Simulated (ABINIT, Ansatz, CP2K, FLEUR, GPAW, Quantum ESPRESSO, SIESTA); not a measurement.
# Code comparison for BaF₂ (Fm-3m, 3 atoms in the cell)

Self-consistent single point.

```xyz
3
Lattice="0.0000 3.1000 3.1000 3.1000 0.0000 3.1000 3.1000 3.1000 0.0000" Properties=species:S:1:pos:R:3 pbc="T T T"
Ba     0.0000     0.0000     0.0000
F      1.5500     1.5500     1.5500
F      4.6500     4.6500     4.6500
```

All programs got the same cell, k-point mesh and kind of occupations (in Ansatz's words: kpoints.mp_grid.grid = 6 6 6; scf.occupations.method = fermi_dirac; scf.occupations.width = 0.01 eV); potentials, basis and cutoffs are each program's usual ones.

```csv
code,model,pressure (GPa),gap on the mesh (eV),k-points,cutoff
Quantum ESPRESSO,"PBE, SSSP 1.1.2 efficiency (PBE) pseudopotentials",1.78,6.804,16,45 Ry
CP2K,"PBE, GPW, DZVP-MOLOPT-SR-GTH basis, GTH-PBE potentials (GTH_POTENTIALS)",3.12,6.963,112,grid 550 Ry
ABINIT,"PBE, PAW (JTH v2.0 PBE PAW)",1.96,6.784,16,48 Ry
SIESTA,"GGA PBE, numerical atomic orbitals TZP, PseudoDojo PBE standard norm-conserving potentials (rewritten from UPF to PSML)",1.40,6.238,132,grid 300 Ry
FLEUR,"PBE, all-electron FLAPW (FLEUR), scalar-relativistic valence",–,7.018,16,Kmax 3.8 1/bohr
Ansatz,"PBE, default PAW files",0.88,6.851,16,default
GPAW,"PBE, GPAW PAW datasets PBE (gpaw-data 1.0.1)",–,6.800,16,950 eV
```

A dash marks a value that a program does not give, or that is left out as unsure.

Gaps are read on the mesh.

The spread over the programs that give each value: pressure within 2.24 GPa; gap on the mesh within 0.780 eV.

The starting cell has typed, rounded lattice constants, without a prior relaxation at this level.

Problem. Why do the programs differ, and what cannot be compared?

Solution. Differences of this kind can come from the potentials, where these differ, and from what each basis and cutoff leave unconverged. The zero of total energies and Fermi levels follows the potentials and each program's conventions, so they are not compared here. CP2K and SIESTA use small atom-centred bases, whose incompleteness enters pressures, forces and empty levels differently from a plane-wave cutoff. FLEUR treats all electrons, but the usual bases taken here (sphere radii, linearisation, local orbitals, empty states) were not tested for convergence, so the values are no reference for the others. Ansatz's pressure is given at a fixed set of plane waves, as the other plane-wave codes print theirs; with its correction for the finite basis it is 1.27 GPa (the shift of 0.39 GPa shows how far the cutoff is from converged). The pressure of GPAW is left out: its cutoff lies under the one at which its stress was checked. The programs reduce the same mesh by symmetry to different extents, which changes the work and not the result. In the pressure, CP2K (by 1.34) lies more than 1 GPa from the median of the plane-wave programs. In the gap, CP2K (by 0.161), SIESTA (by 0.564) and FLEUR (by 0.216) lie more than 0.12 eV from the median of the plane-wave programs.

Left out of this page: Elk (unsound by tests on forces, stress, charge or solver warnings).

Ansatz is a program for electronic structure.

Keys are those of Ansatz 0.2.
